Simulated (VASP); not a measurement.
A run of VASP 6.6.1 is set up as follows.

Contents of POSCAR:

```
Si
1.0
    0.0000000000      2.7178477094      2.7178477094
    2.7178477094      0.0000000000      2.7178477094
    2.7178477094      2.7178477094      0.0000000000
  Si
     2
Direct
     0.7500000000000000    0.7500000000000000    0.7500000000000000
     0.5000000000000000    0.5000000000000000    0.5000000000000000
```

File INCAR.step1:

```
SYSTEM = Si
ALGO = Fast
EDIFF = 1E-8
EDIFFG = -0.002
ENCUT = 600
GGA = PS
IBRION = 2
ISIF = 3
ISMEAR = 0
LASPH = .TRUE.
LCHARG = .FALSE.
LREAL = .FALSE.
LWAVE = .FALSE.
NELM = 80
NSW = 40
PREC = Accurate
SIGMA = 0.03
```

Contents of INCAR.step2:

```
SYSTEM = Si
ALGO = Fast
EDIFF = 1E-8
ENCUT = 600
GGA = PS
IBRION = 6
ISIF = 2
ISMEAR = 0
LASPH = .TRUE.
LCHARG = .FALSE.
LREAL = .FALSE.
LWAVE = .FALSE.
NELM = 80
NFREE = 2
NSW = 1
POTIM = 0.015
PREC = Accurate
SIGMA = 0.03
```

The input KPOINTS:

```
k-points
0
G
  10 10 10
  0 0 0
```

Potentials or basis: VASP PAW PBE potentials, release 64 (Si).

Launch:

```sh
$ cat potpaw_PBE.64/Si/POTCAR > POTCAR
$ cp INCAR.step1 INCAR
$ mpirun -np 1 vasp_std > vasp.out
$ cp CONTCAR POSCAR
$ cp INCAR.step2 INCAR
$ mpirun -np 1 vasp_std > vasp.out
```

Q: Predict the highest phonon frequency at Γ.

A: 508 cm⁻¹.

Phonon frequencies in cm⁻¹ (negative: imaginary):
```tsv
q point	frequencies
(0.000, 0.000, 0.000)	0 0 0 508 508 508
```
